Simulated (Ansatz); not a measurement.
# Ti3Al: the cost of one run

Computed with Ansatz 0.2.0 (DFT PBE, scalar-relativistic, plane waves, PAW, unless a step's input says otherwise).

The COD entry's cell or inner coordinates are ideal or old and differ from later refinements, so a difference from it is no clean test against experiment.

## (1) The structure to begin with

The structure is hexagonal, space group P6_3/mmc (No. 194). The conventional cell has a = 5.764 Å, b = 5.764 Å, c = 4.664 Å, α = 90.00°, β = 90.00°, γ = 120.00°. Ti (site symmetry mm2) is surrounded by 4 Al at 2.86 to 2.88 Å and 8 Ti at 2.86 to 2.88 Å. Al (site symmetry -6m2) has 12 Ti at 2.86 to 2.88 Å as nearest neighbours.

As a file:

```xyz
8
Lattice="5.7640 0.0000 0.0000 -2.8820 4.9918 0.0000 0.0000 0.0000 4.6640" Properties=species:S:1:pos:R:3 pbc="T T T"
Ti    4.3227    0.8321    1.1660
Ti    1.4407    4.1596    3.4980
Ti    2.8820    3.3275    1.1660
Ti   -1.4407    4.1596    3.4980
Ti    1.4413    0.8321    1.1660
Ti    0.0000    1.6643    3.4980
Al    0.0000    3.3278    1.1660
Al    2.8820    1.6639    3.4980
```

The structure comes from the Crystallography Open Database.

## (2) The base run

Contents of input.yaml:

```yaml
crystal:
  lattice:
    - [5.764, 0.0, 0.0]
    - [-2.882, 4.9917704274, 0.0]
    - [0.0, 0.0, 4.664]
  atoms:
    - { symbol: Ti, position: [0.8333, 0.1667, 0.25] }
    - { symbol: Ti, position: [0.6666, 0.8333, 0.75] }
    - { symbol: Ti, position: [0.8333, 0.6666, 0.25] }
    - { symbol: Ti, position: [0.1667, 0.8333, 0.75] }
    - { symbol: Ti, position: [0.3334, 0.1667, 0.25] }
    - { symbol: Ti, position: [0.1667, 0.3334, 0.75] }
    - { symbol: Al, position: [0.3333333333, 0.6666666667, 0.25] }
    - { symbol: Al, position: [0.6666666667, 0.3333333333, 0.75] }
basis:
  ecutwfc: 500
  fft_grid_basis: typed
kpoints:
  mp_grid: { grid: [9, 9, 8] }
hamiltonian:
  xc: pbe
scf:
  occupations: { method: gaussian, width: 0.05 }
output:
  forces: true
  stress: true
  eigenvalues: true
  bader: true
  write_density: true
  volumetric_format: npy
  elf: true
```

Run with:

```sh
> ansatz run input.yaml --threads 2 --pin off --max-ram 4096MiB --backend cpu --events-out ev --progress --plain --runs-dir out
```

Q: Estimate wall time and peak memory on 2 threads of Intel Xeon 6975P-C (Granite Rapids), shared host.

About 29 s, with a peak of 0.72 GiB.
